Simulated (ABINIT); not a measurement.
The system is TiAl.

```
CELL_PARAMETERS angstrom
2.86726 0.00000 0.00000
-1.43363 2.48312 0.00000
0.00000 0.00000 4.67808
ATOMIC_POSITIONS crystal
Ti 0.00000 0.00000 0.00000
Al 0.33333 0.66667 0.50000
```

The cell comes from a database or a generator and needn't be the stable form of this composition.

```yaml
Program: ABINIT 10.8.3 (patched build)
Task: single point
Functional: PBE
Potentials_or_basis: JTH PAW PBE v2.0
Cutoff: 408 eV
k_mesh: 11 × 11 × 6
Occupations: fermi-dirac, width 0.05 eV
Spin: no spin polarisation
```

On this cell: pressure 0.3 GPa; largest force under 0.003 eV/Å; band gap on the k mesh none (metal or under the smearing width).

The same run follows on a disturbed copy (atoms moved at random, drawn with an rms of 0.05 Å):

```
Ti Al
1.0
     2.86726    0.00000    0.00000
    -1.43363    2.48312    0.00000
     0.00000    0.00000    4.67808
Ti Al
1 1
Direct
  0.99025 0.00486 0.01131
  0.34812 0.66269 0.51633
```

Task: What changes?

Result: The energy (extrapolated to zero smearing) moves by +4.4 meV/atom; pressure 0.4 GPa; largest force 0.226 eV/Å; band gap on the k mesh none (metal or under the smearing width).

Forces in eV/Å, atoms in the order of the input:
```
Ti   0.153 -0.027  0.164
Al  -0.153  0.027 -0.164
```

Stress tensor (GPa, compression positive):
```
 0.55  1.32  0.07
 1.32  1.32 -0.01
 0.07 -0.01 -0.61
```
